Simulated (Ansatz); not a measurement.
# Au(111) with 4 layers of random Au-Ru, 2x2: scattering by chemical disorder, part 2 of 2

Aim: the residual resistivity of a random alloy, from Au(111) with 4 layers of random Au-Ru, 2x2 and longer regions.

Ansatz 0.2.0; Ansatz plane-wave DFT, PBE, PAW files; ballistic transport by layer matching (Landauer), zero bias.

So far. Step 3 (With 8 alloy layers): Over the solved energies the transmission per spin lies between 1.30 and 1.41, out of 3.21 channels of the lead on average (up to 3.21).

## Step 4: With 12 alloy layers

In 12 layers a share of 0.75 of the sites is given to Ru at random. A fresh draw is used; the growth of the resistance with length is what counts.

System of this step: Au(111) with 12 layers of random Au-Ru, 2x2. The cell holds 72 atoms: 36 Au and 36 Ru. Its edges and angles: a = 5.768 Å, b = 5.768 Å, c = 42.382 Å, α = 90.0°, β = 90.0°, γ = 120.0°. It derives from Au. Regions: lead, 24 atoms (24 Au); scattering region, 48 atoms (36 Ru and 12 Au). The structure is stacked along c, and the current runs across the ab planes.

Input file input.yaml:

```yaml
crystal:
  lattice:
    - [5.7675164607, 0.0, 0.0]
    - [-2.8837582304, 4.9948157718, 0.0]
    - [0.0, 0.0, 42.3824172358]
  atoms:
    - { symbol: Au, position: [0.0, 0.0, 0.0277777778] }
    - { symbol: Au, position: [0.0, 0.5, 0.0277777778] }
    - { symbol: Au, position: [0.5, 0.0, 0.0277777778] }
    - { symbol: Au, position: [0.5, 0.5, 0.0277777778] }
    - { symbol: Au, position: [0.1666666667, 0.3333333333, 0.0833333333] }
    - { symbol: Au, position: [0.1666666667, 0.8333333333, 0.0833333333] }
    - { symbol: Au, position: [0.6666666667, 0.3333333333, 0.0833333333] }
    - { symbol: Au, position: [0.6666666667, 0.8333333333, 0.0833333333] }
    - { symbol: Au, position: [0.3333333333, 0.1666666667, 0.1388888889] }
    - { symbol: Au, position: [0.3333333333, 0.6666666667, 0.1388888889] }
    - { symbol: Au, position: [0.8333333333, 0.1666666667, 0.1388888889] }
    - { symbol: Au, position: [0.8333333333, 0.6666666667, 0.1388888889] }
    - { symbol: Ru, position: [0.0, 0.0, 0.1944444444] }
    - { symbol: Ru, position: [0.0, 0.5, 0.1944444444] }
    - { symbol: Ru, position: [0.5, 0.0, 0.1944444444] }
    - { symbol: Ru, position: [0.5, 0.5, 0.1944444444] }
    - { symbol: Ru, position: [0.1666666667, 0.3333333333, 0.25] }
    - { symbol: Ru, position: [0.1666666667, 0.8333333333, 0.25] }
    - { symbol: Au, position: [0.6666666667, 0.3333333333, 0.25] }
    - { symbol: Ru, position: [0.6666666667, 0.8333333333, 0.25] }
    - { symbol: Ru, position: [0.3333333333, 0.1666666667, 0.3055555556] }
    - { symbol: Ru, position: [0.3333333333, 0.6666666667, 0.3055555556] }
    - { symbol: Ru, position: [0.8333333333, 0.1666666667, 0.3055555556] }
    - { symbol: Ru, position: [0.8333333333, 0.6666666667, 0.3055555556] }
    - { symbol: Ru, position: [0.0, 0.0, 0.3611111111] }
    - { symbol: Au, position: [0.0, 0.5, 0.3611111111] }
    - { symbol: Ru, position: [0.5, 0.0, 0.3611111111] }
    - { symbol: Ru, position: [0.5, 0.5, 0.3611111111] }
    - { symbol: Ru, position: [0.1666666667, 0.3333333333, 0.4166666667] }
    - { symbol: Ru, position: [0.1666666667, 0.8333333333, 0.4166666667] }
    - { symbol: Ru, position: [0.6666666667, 0.3333333333, 0.4166666667] }
    - { symbol: Ru, position: [0.6666666667, 0.8333333333, 0.4166666667] }
    - { symbol: Ru, position: [0.3333333333, 0.1666666667, 0.4722222222] }
    - { symbol: Ru, position: [0.3333333333, 0.6666666667, 0.4722222222] }
    - { symbol: Ru, position: [0.8333333333, 0.1666666667, 0.4722222222] }
    - { symbol: Au, position: [0.8333333333, 0.6666666667, 0.4722222222] }
    - { symbol: Au, position: [0.0, 0.0, 0.5277777778] }
    - { symbol: Ru, position: [0.0, 0.5, 0.5277777778] }
    - { symbol: Au, position: [0.5, 0.0, 0.5277777778] }
    - { symbol: Au, position: [0.5, 0.5, 0.5277777778] }
    - { symbol: Ru, position: [0.1666666667, 0.3333333333, 0.5833333333] }
    - { symbol: Ru, position: [0.1666666667, 0.8333333333, 0.5833333333] }
    - { symbol: Ru, position: [0.6666666667, 0.3333333333, 0.5833333333] }
    - { symbol: Ru, position: [0.6666666667, 0.8333333333, 0.5833333333] }
    - { symbol: Ru, position: [0.3333333333, 0.1666666667, 0.6388888889] }
    - { symbol: Ru, position: [0.3333333333, 0.6666666667, 0.6388888889] }
    - { symbol: Ru, position: [0.8333333333, 0.1666666667, 0.6388888889] }
    - { symbol: Ru, position: [0.8333333333, 0.6666666667, 0.6388888889] }
    - { symbol: Au, position: [0.0, 0.0, 0.6944444444] }
    - { symbol: Au, position: [0.0, 0.5, 0.6944444444] }
    - { symbol: Ru, position: [0.5, 0.0, 0.6944444444] }
    - { symbol: Au, position: [0.5, 0.5, 0.6944444444] }
    - { symbol: Ru, position: [0.1666666667, 0.3333333333, 0.75] }
    - { symbol: Au, position: [0.1666666667, 0.8333333333, 0.75] }
    - { symbol: Ru, position: [0.6666666667, 0.3333333333, 0.75] }
    - { symbol: Ru, position: [0.6666666667, 0.8333333333, 0.75] }
    - { symbol: Au, position: [0.3333333333, 0.1666666667, 0.8055555556] }
    - { symbol: Ru, position: [0.3333333333, 0.6666666667, 0.8055555556] }
    - { symbol: Au, position: [0.8333333333, 0.1666666667, 0.8055555556] }
    - { symbol: Ru, position: [0.8333333333, 0.6666666667, 0.8055555556] }
    - { symbol: Au, position: [0.0, 0.0, 0.8611111111] }
    - { symbol: Au, position: [0.0, 0.5, 0.8611111111] }
    - { symbol: Au, position: [0.5, 0.0, 0.8611111111] }
    - { symbol: Au, position: [0.5, 0.5, 0.8611111111] }
    - { symbol: Au, position: [0.1666666667, 0.3333333333, 0.9166666667] }
    - { symbol: Au, position: [0.1666666667, 0.8333333333, 0.9166666667] }
    - { symbol: Au, position: [0.6666666667, 0.3333333333, 0.9166666667] }
    - { symbol: Au, position: [0.6666666667, 0.8333333333, 0.9166666667] }
    - { symbol: Au, position: [0.3333333333, 0.1666666667, 0.9722222222] }
    - { symbol: Au, position: [0.3333333333, 0.6666666667, 0.9722222222] }
    - { symbol: Au, position: [0.8333333333, 0.1666666667, 0.9722222222] }
    - { symbol: Au, position: [0.8333333333, 0.6666666667, 0.9722222222] }
kpoints:
  mp_grid: { grid: [5, 5, 1] }
hamiltonian:
  xc: pbe
scf:
  occupations: { method: fermi_dirac, width: 0.1 }
output:
  transmission:
    leads: [[0, 4]]
    kmesh: [10, 10]
    e_range: [-0.05, 0.05]
    de: 0.05
  write_potential: true
  write_density: true
  volumetric_format: npy
```

On the command line:

```console
$ ansatz run input.yaml --threads 4 --pin off --max-ram 15360MiB --backend cpu --events-out ev --progress --plain --runs-dir out
```

Numbers of over 12 decimals in the logs are rounded to 6 here.

Log:

```text
[...]
Crystal: 72 atoms, lattice volume = 1220.939 Å³
Basis set: ecut = 420 eV, 23937 PW (Γ)
Bands: 756, of which v1, the nominal top of the filled ones, is band 630 counted from 1 (629 counted from 0)
Symmetry: 1 space group operations
[...]
k-points: 13 of 25 (time reversal used)
[...]
SCF iter   1: F=—  HF=-684981.732046 eV  |F-HF|=—  |Δ(HF+E_count)|=         —  Δρ=1.13e-2  dr2=1.27e2  ethr=1.77e-3  ⟨swp⟩=4.0  Hψ=27836  notcnv=0  defer=312
[...]
SCF iter  10: F=-684981.327455 eV  HF=-684981.327455 eV  |F-HF|=7.57e-8  |Δ(HF+E_count)|=   2.24e-8  Δρ=8.35e-7  dr2=7.92e-8  ethr=7.94e-12  ⟨swp⟩=7.2  Hψ=25139  notcnv=0
SCF 1 converged in 10 iterations: F = -684981.327455 eV  dr2 = 7.92e-8
[...]
transmission: 398 of 3952 steps passed
transmission: 794 of 3952 steps passed
[...]
transmission: 3952 of 3952 steps passed
SCF converged after 10 iterations
Free energy (F): -684981.327455 eV
[...]
Internal energy: -684978.503100 eV  (E = F + TS)
E sigma→0 (E₀):  -684979.915277 eV
Entropy (-TS):   -2.824355 eV (-39.227 meV/atom)
Fermi energy:    19.232494 eV
[...]
--- Band table (eV; the first three rows and the last of 13) ---
  k-point 0: bands = [... 626 lower, 19.6149, 19.6264, 19.6284, 19.6631, 19.6848, 19.7243, 19.7439, 19.7711, ... 122 higher]
  k-point 1: bands = [... 626 lower, 19.4122, 19.4250, 19.4388, 19.4541, 19.4834, 19.4965, 19.5118, 19.5377, ... 122 higher]
  k-point 2: bands = [... 626 lower, 19.0377, 19.0535, 19.0655, 19.0884, 19.1022, 19.1222, 19.1305, 19.1512, ... 122 higher]
  k-point 12: bands = [... 626 lower, 19.1127, 19.1432, 19.1790, 19.1894, 19.2168, 19.2289, 19.2538, 19.2810, ... 122 higher]
--- Transmission ---
  basis      : 253 plane waves across, 76 finite elements along
  points     : 52, standing for a mesh of 10 x 10
[...]
channels       : 3.210000e0 a spin
[...]
junction   : crystal 0 to crystal 0, 0.70 to 40.73 Å
    transmission   : 1.114115e0 a spin
[...]
```

Elapsed: 21 min, on 4 threads of Arm Neoverse V2, shared host; peak memory 9.2 GiB.

Numbers from this step:

```yaml
free_energy: -684981.3275 eV
energy_at_zero_smearing: -684979.9153 eV
fermi_energy: 19.23 eV
transmission_per_spin_nearest_the_fermi_level: 1.114
step_of_the_lead_s_potential: 10.4 meV
```

Per spin. Transmission, zone mean against energy, zero at the Fermi level:

```csv
energy (eV),"transmission, zone mean"
-0.0500,1.16
0.0000,1.11
0.0500,1.20
```

Over the solved energies the transmission per spin lies between 1.11 and 1.20, out of 3.21 channels of the lead on average (up to 3.21).

## Step 5: Resistance against length

This step: Ansatz plane-wave DFT, PBE, PAW files; ballistic transport by layer matching (Landauer), zero bias; residual resistivity from the slope of the area resistance, atoms on the host's lattice (Ansatz 0.2.0).

This step gave:

* resistivity: 47.21 µΩ cm
* intercept: 0.7063 fΩ m²
* scatter about the fit: 0.01328 fΩ m²

Resistance, by row:

```csv
run,length (Å),T,channels N,RA (fΩ m²)
n4,9.418,1.604,3.21,1.16
n8,18.84,1.359,3.21,1.577
n12,28.25,1.159,3.21,2.05
```

Table of area resistance by length of the alloy:

```csv
length of the alloy (Å),area resistance (fΩ m²)
9.42,1.16
18.84,1.58
28.25,2.05
```

The area resistance goes from 1.2 to 2.0 fΩ m² between 9.4 and 28.3 Å, a slope of 47 µΩ cm.

By hand from the end points: (2.050 − 1.160) fΩ m² / (28.25 − 9.42) Å = 47 µΩ cm, since 1 fΩ m² per Å is 1000 µΩ cm.

## Step 6: What came out

| Item | Value |
| --- | --- |
| resistivity from the slope | 47.2 µΩ cm |
| area resistance over 9.42 Å | 1.16 fΩ m² |
| area resistance over 18.8 Å | 1.58 fΩ m² |
| area resistance over 28.3 Å | 2.05 fΩ m² |

In words: The slope gives 47 µΩ cm. The points scatter by 0.013 fΩ m² about the line, with one random draw a length in a 2x2 cell, so the slope is a rough value. Read with a model of isotropic scattering on a spherical Fermi surface and the lead's 0.86×10¹⁵ S/m², this slope means a mean free path near 19 Å (a rough figure, since the alloy's own channel count differs); over these lengths the model's slope is within 3 % of its bulk resistivity. The atoms sit on the host's lattice, so scattering by size misfit is left out. With 75 % of Ru, whose own structure is another, this is a hypothetical phase. Spin-orbit coupling is left out, which matters for Au.

[Logs are printed without paths, hosts, clocks, repeated set-up lines and the standing remarks that a program may print on its own settings, such as how far it seeks lower states.]

[Hosts, paths, dates, database ids (printed as entryN), source tags and the programs' standing remarks are cut or masked in the printed files.]
